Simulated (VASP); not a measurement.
# BeS: molecular dynamics at constant energy

BeS, F-43m (no. 216), 16 atoms in the cell. PBE, molecular dynamics; PAW potentials S, Be (PBE set).

Ensemble: NVE; Starting temperature (K): 1600.

## Input

INCAR:
```
SYSTEM = BeS
GGA = PE
PREC = Normal
ENCUT = 260
EDIFF = 1E-6
NELMIN = 4
NELM = 60
ALGO = Normal
LREAL = Auto
LASPH = .True.
ISMEAR = 0
SIGMA = 0.05
ISYM = 0
LWAVE = .False.
LCHARG = .False.
IBRION = 0
NSW = 60
POTIM = 1.0
TEBEG = 1600
ISIF = 2
RANDOM_SEED = 985385 0 0
MDALGO = 1
ANDERSEN_PROB = 0.0
KPAR = 2
```

KPOINTS:
```
k-points
0
Monkhorst-Pack
  2 2 2
```

POSCAR:
```
BeS
1.0
    0.0000000000      4.8500000000      4.8500000000
    4.8500000000      0.0000000000      4.8500000000
    4.8500000000      4.8500000000      0.0000000000
S Be
8 8
Direct
    0.3750000000      0.3750000000      0.3750000000
    0.3750000000      0.3750000000      0.8750000000
    0.3750000000      0.8750000000      0.3750000000
    0.3750000000      0.8750000000      0.8750000000
    0.8750000000      0.3750000000      0.3750000000
    0.8750000000      0.3750000000      0.8750000000
    0.8750000000      0.8750000000      0.3750000000
    0.8750000000      0.8750000000      0.8750000000
    0.0000000000      0.0000000000      0.0000000000
    0.0000000000      0.0000000000      0.5000000000
    0.0000000000      0.5000000000      0.0000000000
    0.0000000000      0.5000000000      0.5000000000
    0.5000000000      0.0000000000      0.0000000000
    0.5000000000      0.0000000000      0.5000000000
    0.5000000000      0.5000000000      0.0000000000
    0.5000000000      0.5000000000      0.5000000000
```

Commands:
```
cat potpaw_PBE.64/S/POTCAR potpaw_PBE.64/Be/POTCAR > POTCAR
mpirun -np 2 vasp_std > vasp.out
```

## Result

- Rise of the mean potential energy above the start (meV/atom): 102.3
- Mean temperature (K): 758
- Electronic steps per ionic step after the first: 4.2

Course of the run:

| Time (fs) | Temperature (K) | Potential energy less the first (meV/atom) |
|---|---|---|
| 1 | 1600 | 0.0 |
| 6 | 1294 | 37.2 |
| 10 | 809 | 96.1 |
| 15 | 435 | 141.5 |
| 19 | 476 | 136.4 |
| 24 | 688 | 110.7 |
| 28 | 796 | 97.6 |
| 33 | 786 | 98.9 |
| 37 | 709 | 108.2 |
| 42 | 633 | 117.4 |
| 46 | 619 | 119.1 |
| 51 | 621 | 118.8 |
| 55 | 643 | 116.2 |
| 60 | 809 | 96.1 |

The mean temperature lies below the starting 1600 K, since the atoms start on their sites and part of their kinetic energy turns into potential energy.

REPORT:
```
MDALGO =   1
         ANDERSEN_PROB =  0.00000000
               SCALING =       0
                 CNEXP =     9.000   14.000
           RANDOM_SEED =            985385                0                0

   original number of atomic DOF:         45
   number of independent constraints:      0
   number of active DOF:                  45

========================================
         MD step No.       1
========================================

  Atomic velocities initialized by STEP_tb

  >Energies
                    E_tot             E_pot             E_kin               EPS                ES
   e_b>   -0.76918897E+02   -0.80021156E+02    0.31022587E+01    0.00000000E+00    0.00000000E+00

  >Temperature
               T_sim     T_inst
   tmprt>   1600.000   1600.000

  >Thermostat, num. of collisions:                0

           RANDOM_SEED =            985385              192                0

[... steps left out ...]

========================================
         MD step No.      60
========================================

  >Energies
                    E_tot             E_pot             E_kin               EPS                ES
   e_b>   -0.76916037E+02   -0.78484082E+02    0.15680442E+01    0.00000000E+00    0.00000000E+00

  >Temperature
               T_sim     T_inst
   tmprt>   1600.000    808.724

  >Thermostat, num. of collisions:                0

           RANDOM_SEED =            985385             5856                0
```

OSZICAR:
```
N       E                     dE             d eps       ncg     rms          rms(c)
DAV:   1     0.193896587066E+03    0.19390E+03   -0.18485E+04  1312   0.781E+02
DAV:   2    -0.654678064332E+02   -0.25936E+03   -0.24912E+03  1722   0.178E+02
DAV:   3    -0.811029641918E+02   -0.15635E+02   -0.15559E+02  1600   0.502E+01
DAV:   4    -0.814030352302E+02   -0.30007E+00   -0.29961E+00  1672   0.788E+00
DAV:   5    -0.814089629705E+02   -0.59277E-02   -0.59247E-02  1592   0.104E+00    0.173E+01
DAV:   6    -0.803347645744E+02    0.10742E+01   -0.98358E-01  1600   0.343E+00    0.119E+01
DAV:   7    -0.800313109162E+02    0.30345E+00   -0.12808E+00  1504   0.422E+00    0.168E+00
DAV:   8    -0.800198886513E+02    0.11422E-01   -0.10491E-01  1600   0.115E+00    0.326E-01
DAV:   9    -0.800210135245E+02   -0.11249E-02   -0.40813E-03  1600   0.291E-01    0.137E-01
DAV:  10    -0.800210261625E+02   -0.12638E-04   -0.15936E-04  1632   0.484E-02    0.618E-02
DAV:  11    -0.800211573822E+02   -0.13122E-03   -0.20163E-04  1600   0.637E-02    0.185E-02
DAV:  12    -0.800211558026E+02    0.15797E-05   -0.22456E-06  1312   0.630E-03    0.407E-03
[... left out ...]
     58 T=   725. E= -.76915148E+02 F= -.78320922E+02 E0= -.78320922E+02  EK= 0.14058E+01 SP= 0.00E+00 SK= 0.00E+00
     59 T=   766. E= -.76915540E+02 F= -.78400003E+02 E0= -.78400003E+02  EK= 0.14845E+01 SP= 0.00E+00 SK= 0.00E+00
[... last step whole ...]
       N       E                     dE             d eps       ncg     rms          rms(c)
DAV:   1    -0.784840483522E+02   -0.84045E-01   -0.39740E-04  2235   0.117E+00    0.114E-02
DAV:   2    -0.784840810129E+02   -0.32661E-04   -0.33120E-04  1558   0.700E-02    0.780E-03
DAV:   3    -0.784840815443E+02   -0.53149E-06   -0.53821E-06  1407   0.106E-02    0.666E-03
DAV:   4    -0.784840816010E+02   -0.56639E-07   -0.31172E-07  1080   0.272E-03
     60 T=   809. E= -.76916037E+02 F= -.78484082E+02 E0= -.78484082E+02  EK= 0.15680E+01 SP= 0.00E+00 SK= 0.00E+00
```

Limits: 60 fs of 16 atoms are too short for converged averages.

VASP 6.6.1 took 666 s on 2 cores (Intel Xeon Platinum 8488C (Sapphire Rapids)), a shared host.
